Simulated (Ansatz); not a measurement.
## Computed properties of Gd

```yaml
crystal:
  lattice:
    - [3.26020, 0.00000, 0.00000]
    - [0.00000, 3.26020, 0.00000]
    - [0.00000, 0.00000, 3.26020]
  atoms:
    - { symbol: Gd, position: [0.00000, 0.00000, 0.00000] }
```

The structure comes from a relaxation in the same program, started in the sc type, and has space group Pm-3m. Whether it is a known phase or the ground state wasn't checked.

Where the f shell is localised, expect the real compound to differ from this run without U.

The magnetic state is the one reached from the start moments; no search over orders was made, so it needn't be the ground state.

Spin–orbit coupling is left out, though it moves levels of the heavy atoms by tenths of an eV or more.

The calculation used Ansatz 0.2.0, DFT, PBE, all-electron LAPW, scalar-relativistic.

Settings: a Γ-centred 10×10×10 k mesh, Fermi–Dirac smearing of 0.05 eV, basis error target 0.5 meV/atom, spin-polarised from start moments Gd 7 μB.

* Band gap: none: bands cross the Fermi level, a metal
* Moment of the cell: 7.87 μB
* Moments in the spheres: Gd 7.64 μB
* Density of states at the Fermi level (0.2 eV bin): 1.33 states/eV per cell
* Volume per atom: 34.65 Å³
* Pressure at this cell: 0.02 GPa
